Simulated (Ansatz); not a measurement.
## SnSe: what symmetry allows forces and stress to be

```yaml
crystal:
  lattice:
    - [4.41852, 0.08571, 0.00000]
    - [0.08571, 4.41852, 0.00000]
    - [0.00000, 0.00000, 11.26161]
  atoms:
    - { symbol: Sn, position: [0.48720, 0.98720, 0.39943] }
    - { symbol: Sn, position: [0.98720, 0.48720, 0.60057] }
    - { symbol: Se, position: [0.51280, 0.01280, 0.63002] }
    - { symbol: Se, position: [0.01280, 0.51280, 0.36998] }
```

All numbers below come from DFT PBEsol, scalar-relativistic, plane waves, PAW (Ansatz 0.2.0).

Settings: cutoff 420 eV, Γ-centred mesh 6×6×4 on the computed 4-atom cell, Gaussian smearing of 0.02 eV; no spin polarisation.

This distorted cell has space group Aem2, with 4 operations.

Question: Without a calculation: in which directions can each atom feel a force?

Answer: A force must be left unchanged by every operation that keeps its atom in place, so it lies in the space that those operations leave fixed. Atoms that the group maps onto each other feel forces of one size.
```
atom site symmetry operations at the site equivalent to atom allowed force (Cartesian)
 Sn1            .m.                       2                   1  in the plane normal to (0.71, -0.71, 0.00)
 Sn2            .m.                       2                   1  in the plane normal to (0.71, -0.71, 0.00)
 Se3            .m.                       2                   3  in the plane normal to (0.71, -0.71, 0.00)
 Se4            .m.                       2                   3  in the plane normal to (0.71, -0.71, 0.00)
```

That leaves 4 independent force components of 12, tied by 1 condition that the forces sum to zero, so 3 remain. A relaxation in this cell that keeps the symmetry moves the atoms in these directions alone.

Question: And the stress tensor?

Answer: It must be invariant under the point group, which leaves 3 independent components: yz, xz vanish; xx = yy.

Question: Do the computed values obey this?

Answer: Yes. Forces (eV/Å):
```
Sn1 -0.053 -0.053 -0.721
Sn2 -0.053 -0.053  0.721
Se3  0.053  0.053  0.083
Se4  0.053  0.053 -0.083
```

Stress (GPa, compression positive, xx yy zz yz xz xy): -1.88 -1.88 1.37 0.00 0.00 -0.60. The program imposes the same operations on density, forces and stress, so this confirms the analysis and is no independent test of the calculation.

The cell holds layers, and where no dispersion correction was added their binding is poorly described.

This form isn't the usual stable structure of the compound.